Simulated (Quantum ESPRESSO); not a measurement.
# 2H-WS2, 1 layer, stepped through biaxial strain, part 4 of 8

Aim: how the results for 2H-WS2, 1 layer change with biaxial strain.

Quantum ESPRESSO 7.5; plane-wave DFT, PBE, GBRV ultrasoft pseudopotentials.

So far. Step 2 (Variable-cell relaxation of the reference):  The last row is no step: it is a fresh SCF in the final cell with a new plane-wave basis, -0 meV from the row before. Step 3 (Relaxing the ions, -4 %): The relaxation lowers the energy by 16 meV an atom.

### Step 6. Band structure, -4 %

Bands along a path place the edges.

The input, m0.bands.in:

```
&control
  prefix = 'm0.bands'
  outdir = './out'
  pseudo_dir = './pseudo'
  calculation = 'bands'
/
&system
  ibrav = 0
  nat = 3
  ntyp = 2
  ecutwfc = 40
  ecutrho = 200
  occupations = 'smearing'
  smearing = 'fd'
  degauss = 0.002
  nbnd = 19
/
&electrons
  conv_thr = 1e-07
  mixing_beta = 0.4
  electron_maxstep = 120
  mixing_mode = 'plain'
/
ATOMIC_SPECIES
  S   32.0600  s_pbe_v1.4.uspp.F.UPF
  W   183.8400  w_pbe_v1.2.uspp.F.UPF
CELL_PARAMETERS angstrom
  3.05871150624000 0.00000000000000 0.00000000000000
  -1.52935575264000 2.64892186752000 0.00000000000000
  0.00000000000000 0.00000000000000 18.47562023200000
ATOMIC_POSITIONS crystal
  S   0.333333333300 0.666666666700 0.412292847800
  W   0.000000000000 0.000000000000 0.500000000000
  S   0.333333333300 0.666666666700 0.587707152200
K_POINTS crystal_b
4
  0.0000000000 0.0000000000 0.0000000000 12
  0.5000000000 0.0000000000 0.0000000000 12
  0.3333333333 0.3333333333 0.0000000000 12
  0.0000000000 0.0000000000 0.0000000000 1
```

On the command line:

```sh
$ cp -r out/m0.scf.save out/m0.bands.save
$ cp out/m0.scf.xml out/m0.bands.xml
$ OMP_NUM_THREADS=1 mpirun -n 4 pw.x -nk 4 -in m0.bands.in > m0.bands.out
```

Log:

```text
[banner, memory and clock lines left out]
Program PWSCF v.7.5 starts

          URL

     Atomic positions and unit cell read from directory:
     ./out/m0.bands.save/

     Message from routine setup:
     using ibrav=0 with symmetry is DISCOURAGED, use correct ibrav instead

     G-vector sticks info

     bravais-lattice index     =            0
     lattice parameter (alat)  =       5.7801  a.u.
     unit-cell volume          =    1010.1905 (a.u.)^3
     number of atoms/cell      =            3
     number of atomic types    =            2
     number of electrons       =        26.00
     number of Kohn-Sham states=           19
     kinetic-energy cutoff     =      40.0000  Ry
     charge density cutoff     =     200.0000  Ry
     Exchange-correlation= SLA  PW   PBE  PBE
                           (   1   4   3   4   0   0   0)

     celldm(1)=   5.780127  celldm(2)=   0.000000  celldm(3)=   0.000000
     celldm(4)=   0.000000  celldm(5)=   0.000000  celldm(6)=   0.000000

     crystal axes: (cart. coord. in units of alat)
               a(1) = (   1.000000   0.000000   0.000000 )
               a(2) = (  -0.500000   0.866025   0.000000 )
               a(3) = (   0.000000   0.000000   6.040328 )

     reciprocal axes: (cart. coord. in units 2 pi/alat)
               b(1) = (  1.000000  0.577350 -0.000000 )
               b(2) = (  0.000000  1.154701  0.000000 )
               b(3) = (  0.000000 -0.000000  0.165554 )

     PseudoPot. # 1 for S  read from file:
     ./pseudo/s_pbe_v1.4.uspp.F.UPF
     Pseudo is Ultrasoft + core correction, Zval =  6.0
     Generated by new atomic code, or converted to UPF format
     Using radial grid of  907 points,  6 beta functions with:
                l(1) =   0
                l(2) =   0
                l(3) =   1
                l(4) =   1
                l(5) =   2
                l(6) =   2
     Q(r) pseudized with  8 coefficients,  rinner =    1.300   1.300   1.300
                                                       1.300   1.300

     PseudoPot. # 2 for W  read from file:
     ./pseudo/w_pbe_v1.2.uspp.F.UPF
     Pseudo is Ultrasoft + core correction, Zval = 14.0
     Generated by new atomic code, or converted to UPF format
     Using radial grid of  923 points,  8 beta functions with:
                l(1) =   0
                l(2) =   0
                l(3) =   0
                l(4) =   1
                l(5) =   1
                l(6) =   2
                l(7) =   2
                l(8) =   3
     Q(r) pseudized with  6 coefficients,  rinner =    1.350   1.350   1.350
                                                       1.350   1.350   1.350
                                                       1.350

     atomic species   valence    mass     pseudopotential
     S                 6.00    32.06000     S ( 1.00)
     W                14.00   183.84000     W ( 1.00)

     12 Sym. Ops. (no inversion) found

   Cartesian axes

     site n.     atom                  positions (alat units)
         1        S      tau(   1) = (   0.0000000   0.5773503   2.4903840  )
         2        W      tau(   2) = (   0.0000000   0.0000000   3.0201639  )
         3        S      tau(   3) = (   0.0000000   0.5773503   3.5499439  )

     number of k points=    37  Fermi-Dirac smearing, width (Ry)=  0.0020
                       cart. coord. in units 2pi/alat
        k(    1) = (   0.0000000   0.0000000   0.0000000), wk =   0.0540541
        k(    2) = (   0.0416667   0.0240563   0.0000000), wk =   0.0540541
        k(    3) = (   0.0833333   0.0481125   0.0000000), wk =   0.0540541
        k(    4) = (   0.1250000   0.0721688   0.0000000), wk =   0.0540541
        k(    5) = (   0.1666667   0.0962250   0.0000000), wk =   0.0540541
        k(    6) = (   0.2083333   0.1202813   0.0000000), wk =   0.0540541
        k(    7) = (   0.2500000   0.1443376   0.0000000), wk =   0.0540541
        k(    8) = (   0.2916667   0.1683938   0.0000000), wk =   0.0540541
        k(    9) = (   0.3333333   0.1924501   0.0000000), wk =   0.0540541
        k(   10) = (   0.3750000   0.2165064   0.0000000), wk =   0.0540541
        k(   11) = (   0.4166667   0.2405626   0.0000000), wk =   0.0540541
        k(   12) = (   0.4583333   0.2646189   0.0000000), wk =   0.0540541
        k(   13) = (   0.5000000   0.2886751   0.0000000), wk =   0.0540541
        k(   14) = (   0.4861111   0.3127314   0.0000000), wk =   0.0540541
        k(   15) = (   0.4722222   0.3367877   0.0000000), wk =   0.0540541
        k(   16) = (   0.4583333   0.3608439   0.0000000), wk =   0.0540541
        k(   17) = (   0.4444444   0.3849002   0.0000000), wk =   0.0540541
        k(   18) = (   0.4305556   0.4089564   0.0000000), wk =   0.0540541
        k(   19) = (   0.4166667   0.4330127   0.0000000), wk =   0.0540541
        k(   20) = (   0.4027778   0.4570690   0.0000000), wk =   0.0540541
        k(   21) = (   0.3888889   0.4811252   0.0000000), wk =   0.0540541
        k(   22) = (   0.3750000   0.5051815   0.0000000), wk =   0.0540541
        k(   23) = (   0.3611111   0.5292377   0.0000000), wk =   0.0540541
        k(   24) = (   0.3472222   0.5532940   0.0000000), wk =   0.0540541
        k(   25) = (   0.3333333   0.5773503   0.0000000), wk =   0.0540541
        k(   26) = (   0.3055556   0.5292377   0.0000000), wk =   0.0540541
        k(   27) = (   0.2777778   0.4811252   0.0000000), wk =   0.0540541
        k(   28) = (   0.2500000   0.4330127   0.0000000), wk =   0.0540541
        k(   29) = (   0.2222222   0.3849002   0.0000000), wk =   0.0540541
        k(   30) = (   0.1944444   0.3367877   0.0000000), wk =   0.0540541
        k(   31) = (   0.1666667   0.2886751   0.0000000), wk =   0.0540541
        k(   32) = (   0.1388889   0.2405626   0.0000000), wk =   0.0540541
        k(   33) = (   0.1111111   0.1924501   0.0000000), wk =   0.0540541
        k(   34) = (   0.0833333   0.1443376   0.0000000), wk =   0.0540541
        k(   35) = (   0.0555556   0.0962250   0.0000000), wk =   0.0540541
        k(   36) = (   0.0277778   0.0481125   0.0000000), wk =   0.0540541
        k(   37) = (   0.0000000   0.0000000   0.0000000), wk =   0.0540541

     Dense  grid:    48055 G-vectors     FFT dimensions: (  25,  25, 160)

     Smooth grid:    34599 G-vectors     FFT dimensions: (  24,  24, 144)

     The potential is recalculated from file :
     ./out/m0.bands.save/charge-density

     negative rho (up, down):  7.068E-02 0.000E+00
     Starting wfcs are   21 randomized atomic wfcs

     Band Structure Calculation
     Davidson diagonalization with overlap

     ethr =  3.85E-10,  avg # of iterations = 40.9

     End of band structure calculation

          k = 0.0000 0.0000 0.0000 (  4301 PWs)   bands (ev):

[...]
4.0391   5.5384   5.8054

          k = 0.1667 0.0962 0.0000 (  4284 PWs)   bands (ev):

   -73.5283 -37.8430 -37.6864 -37.5892 -14.2500 -12.9739  -5.8116  -3.2952
    -3.0399  -1.6773  -1.5363  -1.0977  -0.3710   2.5793   3.2250   3.4389
     4.2959   5.7940   6.0622

          k = 0.2083 0.1203 0.0000 (  4306 PWs)   bands (ev):

   -73.5248 -37.8318 -37.7469 -37.6034 -13.9854 -12.8620  -5.5488  -3.7229
    -3.3812  -1.8064  -1.4463  -1.3043  -0.5425   2.4277   3.1336   3.5598
     4.5425   6.1087   6.3792

          k = 0.2500 0.1443 0.0000 (  4292 PWs)   bands (ev):

   -73.5211 -37.8195 -37.8107 -37.6182 -13.6834 -12.7353  -5.3479  -4.0800
    -3.7447  -2.0662  -1.5238  -1.2087  -0.7676   2.4351   3.0970   3.7458
     4.7552   6.4729   6.7417

          k = 0.2917 0.1684 0.0000 (  4316 PWs)   bands (ev):

   -73.5173 -37.8744 -37.8075 -37.6333 -13.3579 -12.6008  -5.3544  -4.2477
    -4.1132  -2.3020  -1.7242  -0.9891  -0.9710   2.5811   3.1348   3.9559
     4.9227   6.8494   7.1185

          k = 0.3333 0.1925 0.0000 (  4318 PWs)   bands (ev):

   -73.5138 -37.9327 -37.7962 -37.6472 -13.0270 -12.4672  -5.5954  -4.4642
    -4.2343  -2.5046  -1.8881  -1.0695  -0.8080   2.8266   3.2524   4.1486
     5.0443   7.0646   7.4382

          k = 0.3750 0.2165 0.0000 (  4338 PWs)   bands (ev):

   -73.5107 -37.9827 -37.7866 -37.6593 -12.7148 -12.3451  -5.9131  -4.7728
    -4.2060  -2.6676  -2.0108  -1.0278  -0.6759   3.1325   3.4314   4.2903
     5.1259   6.8821   7.6236

          k = 0.4167 0.2406 0.0000 (  4350 PWs)   bands (ev):

   -73.5084 -38.0206 -37.7791 -37.6686 -12.4517 -12.2461  -6.2003  -5.0144
    -4.2202  -2.7867  -2.0940  -0.8897  -0.5912   3.4581   3.6290   4.3703
     5.1759   6.5076   7.7369

          k = 0.4583 0.2646 0.0000 (  4326 PWs)   bands (ev):

   -73.5069 -38.0441 -37.7741 -37.6742 -12.2729 -12.1811  -6.3988  -5.1686
    -4.2509  -2.8590  -2.1416  -0.7491  -0.5458   3.7395   3.7856   4.4027
     5.2025   6.1473   7.8350

          k = 0.5000 0.2887 0.0000 (  4332 PWs)   bands (ev):

   -73.5064 -38.0521 -37.7727 -37.6762 -12.2091 -12.1584  -6.4698  -5.2216
    -4.2653  -2.8834  -2.1570  -0.6912  -0.5317   3.8454   3.8611   4.4100
     5.2107   5.9908   7.8790

          k = 0.4861 0.3127 0.0000 (  4318 PWs)   bands (ev):

   -73.5064 -38.0508 -37.7724 -37.6785 -12.2034 -12.1549  -6.4570  -5.2259
    -4.2589  -2.9030  -2.1496  -0.8364  -0.4337   3.7717   3.9437   4.4430
     5.1479   5.9942   7.9623

          k = 0.4722 0.3368 0.0000 (  4316 PWs)   bands (ev):

   -73.5062 -38.0473 -37.7718 -37.6857 -12.1866 -12.1448  -6.4187  -5.2393
    -4.2403  -2.9556  -2.1319  -1.0849  -0.3211   3.6964   4.0406   4.5378
     4.9837   6.0055   8.1903

          k = 0.4583 0.3608 0.0000 (  4308 PWs)   bands (ev):

   -73.5059 -38.0415 -37.7709 -37.6971 -12.1595 -12.1284  -6.3557  -5.2629
    -4.2109  -3.0269  -2.1127  -1.3810  -0.2337   3.6228   4.1384   4.6484
     4.8016   6.0284   8.5229

          k = 0.4444 0.3849 0.0000 (  4316 PWs)   bands (ev):

   -73.5056 -38.0336 -37.7700 -37.7128 -12.1232 -12.1065  -6.2692  -5.2981
    -4.1733  -3.1016  -2.1004  -1.7111  -0.1635   3.5470   4.2266   4.4750
     4.9290   6.0690   8.7598

          k = 0.4306 0.4090 0.0000 (  4312 PWs)   bands (ev):

   -73.5052 -38.0235 -37.7687 -37.7319 -12.0803 -12.0796  -6.1611  -5.3454
    -4.1312  -3.1670  -2.0997  -2.0614  -0.1006   3.4656   4.2313   4.2974
     5.1642   6.1337   8.9736

          k = 0.4167 0.4330 0.0000 (  4304 PWs)   bands (ev):

   -73.5047 -38.0115 -37.7672 -37.7539 -12.0512 -12.0307  -6.0336  -5.4041
    -4.0900  -3.2143  -2.4175  -2.1134  -0.0361   3.3743   4.0018   4.3487
     5.4238   6.2252   9.0242

          k = 0.4028 0.4571 0.0000 (  4296 PWs)   bands (ev):

   -73.5043 -37.9977 -37.7777 -37.7657 -12.0209 -11.9792  -5.8901  -5.4711
    -4.0579  -3.2391  -2.7626  -2.1417   0.0359   3.2708   3.7999   4.3854
     5.6875   6.3404   8.8423

          k = 0.3889 0.4811 0.0000 (  4292 PWs)   bands (ev):

   -73.5038 -37.9823 -37.8029 -37.7643 -11.9914 -11.9283  -5.7348  -5.5410
    -4.0485  -3.2413  -3.0743  -2.1831   0.1176   3.1564   3.6328   4.4150
     5.9367   6.4704   8.5652

          k = 0.3750 0.5052 0.0000 (  4300 PWs)   bands (ev):

   -73.5034 -37.9658 -37.8285 -37.7630 -11.9648 -11.8816  -5.6072  -5.5748
    -4.0842  -3.3195  -3.2248  -2.2334   0.2055   3.0388   3.5041   4.4429
     6.1528   6.6018   8.2851

          k = 0.3611 0.5292 0.0000 (  4304 PWs)   bands (ev):

   -73.5031 -37.9487 -37.8528 -37.7620 -11.9433 -11.8430  -5.6624  -5.4225
    -4.1806  -3.4667  -3.1974  -2.2854   0.2898   2.9327   3.4146   4.4699
     6.3185   6.7161   8.0478

          k = 0.3472 0.5533 0.0000 (  4304 PWs)   bands (ev):

   -73.5028 -37.9327 -37.8734 -37.7613 -11.9290 -11.8166  -5.6997  -5.3025
    -4.2977  -3.5270  -3.1704  -2.3276   0.3540   2.8573   3.3634   4.4913
     6.4209   6.7904   7.8906

          k = 0.3333 0.5774 0.0000 (  4314 PWs)   bands (ev):

   -73.5028 -37.9245 -37.8835 -37.7612 -11.9239 -11.8070  -5.7132  -5.2551
    -4.3518  -3.5403  -3.1584  -2.3449   0.3788   2.8300   3.3473   4.4999
     6.4546   6.8122   7.8385

          k = 0.3056 0.5292 0.0000 (  4316 PWs)   bands (ev):

   -73.5031 -37.9446 -37.8559 -37.7622 -11.9465 -11.8530  -5.6520  -5.3870
    -4.1658  -3.5101  -3.2155  -2.2638   0.2748   2.9138   3.4005   4.4651
     6.3398   6.8101   7.9791

          k = 0.2778 0.4811 0.0000 (  4318 PWs)   bands (ev):

   -73.5043 -37.9617 -37.8138 -37.7662 -12.0162 -12.0032  -5.5408  -5.4590
    -3.8834  -3.3885  -3.3453  -2.0539   0.0329   2.9730   3.5228   4.4176
     6.0751   6.9565   8.2551

          k = 0.2500 0.4330 0.0000 (  4336 PWs)   bands (ev):

   -73.5064 -37.9617 -37.7729 -37.7709 -12.2577 -12.1285  -5.5602  -5.1356
    -3.8202  -3.4658  -3.0530  -1.7887  -0.2082   2.7947   3.6475   4.3606
     5.7763   7.2851   8.4889

          k = 0.2222 0.3849 0.0000 (  4334 PWs)   bands (ev):

   -73.5094 -37.9415 -37.7826 -37.7295 -12.5938 -12.2725  -5.4373  -4.7019
    -3.9478  -3.5213  -2.6041  -1.5194  -0.3668   2.4893   3.7053   4.1316
     5.5207   7.7147   8.1205

          k = 0.1944 0.3368 0.0000 (  4324 PWs)   bands (ev):

   -73.5132 -37.9029 -37.7945 -37.6910 -12.9770 -12.4346  -5.2274  -4.2019
    -4.1605  -3.4667  -2.1469  -1.2788  -0.4552   2.2356   3.6627   3.7527
     5.3185   7.5041   7.7361

          k = 0.1667 0.2887 0.0000 (  4310 PWs)   bands (ev):

   -73.5174 -37.8489 -37.8081 -37.6567 -13.3726 -12.6016  -5.1086  -4.2592
    -3.7470  -3.2119  -1.7505  -1.0878  -0.5273   2.1452   3.3811   3.5507
     5.1147   6.9296   7.1866

          k = 0.1389 0.2406 0.0000 (  4314 PWs)   bands (ev):

   -73.5219 -37.8225 -37.7850 -37.6275 -13.7513 -12.7620  -5.3019  -4.0008
    -3.4319  -2.7027  -1.5427  -0.9550  -0.5408   2.2303   3.1507   3.4309
     4.8560   6.4214   6.6913

          k = 0.1111 0.1925 0.0000 (  4310 PWs)   bands (ev):

   -73.5262 -37.8363 -37.7183 -37.6032 -14.0905 -12.9059  -5.6293  -3.5502
    -3.1442  -2.1134  -1.6099  -0.8769  -0.4264   2.4327   3.1256   3.3542
     4.5385   5.9943   6.2646

          k = 0.0833 0.1443 0.0000 (  4297 PWs)   bands (ev):

   -73.5300 -37.8485 -37.6557 -37.5843 -14.3724 -13.0258  -5.9454  -3.0584
    -2.8403  -1.8059  -1.5740  -0.8413  -0.3061   2.7287   3.2531   3.3512
     4.1964   5.6532   5.9200

          k = 0.0556 0.0962 0.0000 (  4301 PWs)   bands (ev):

   -73.5331 -37.8581 -37.6048 -37.5709 -14.5836 -13.1157  -6.1970  -2.6097
    -2.5480  -1.9956  -1.1614  -0.8325  -0.2521   3.0953   3.4151   3.4249
     3.8840   5.3984   5.6680

          k = 0.0278 0.0481 0.0000 (  4297 PWs)   bands (ev):

   -73.5350 -37.8642 -37.5716 -37.5628 -14.7143 -13.1713  -6.3573  -2.3253
    -2.2869  -2.1235  -0.9164  -0.8356  -0.2417   3.4303   3.5307   3.5327
     3.6628   5.2306   5.5146

          k = 0.0000 0.0000 0.0000 (  4301 PWs)   bands (ev):

   -73.5356 -37.8663 -37.5601 -37.5601 -14.7586 -13.1901  -6.4123  -2.2400
    -2.1680  -2.1680  -0.8384  -0.8384  -0.2424   3.5742   3.5742   3.5826
     3.5826   5.1670   5.4630

     XML data file, pseudopotentials, collected wavefunctions

                                        0.00s GPU  (     466 calls)
```

It took 13 s on 4 MPI ranks of Arm Neoverse V1, shared host; peak memory 0.3 GiB; 53 s of CPU time.

Band numbers count within the set of bands kept for display. Electronic bands along the path, in eV, zero at the highest filled level of the SCF mesh; v1 is the highest filled band, c1 the lowest empty one:

| point | v4 | v3 | v2 | v1 | c1 | c2 | c3 | c4 |
| --- | --- | --- | --- | --- | --- | --- | --- | --- |
| Γ | -2.55 | -1.22 | -1.22 | -0.62 | 3.20 | 3.20 | 3.20 | 3.20 |
| halfway | -2.45 | -1.90 | -1.59 | -1.15 | 2.06 | 2.72 | 3.37 | 4.38 |
| M | -3.26 | -2.54 | -1.07 | -0.91 | 3.47 | 3.48 | 4.03 | 4.83 |
| halfway | -3.59 | -2.80 | -2.49 | -0.41 | 3.00 | 3.62 | 3.97 | 5.04 |
| K | -3.92 | -3.54 | -2.72 | 0.00 | 2.45 | 2.97 | 4.12 | 6.08 |
| halfway | -3.59 | -2.13 | -1.47 | -0.91 | 1.77 | 3.00 | 3.17 | 4.74 |
| Γ | -2.55 | -1.22 | -1.22 | -0.62 | 3.20 | 3.20 | 3.20 | 3.20 |

Along this path the valence top lies at K and the conduction bottom between K and Γ.

[end of part 4 of 8]

[Logs are printed without paths, hosts, clocks, repeated set-up lines and the standing remarks that a program may print on its own settings, such as how far it seeks lower states.]

[Hosts, paths, dates, database ids (printed as entryN), source tags and the programs' standing remarks are cut or masked in the printed files.]

[Maps of the electrostatic potential energy from Ansatz leave out the sawtooth potential of an applied field or a dipole correction, so their vacuum need not be flat; planar profiles and work functions include it.]
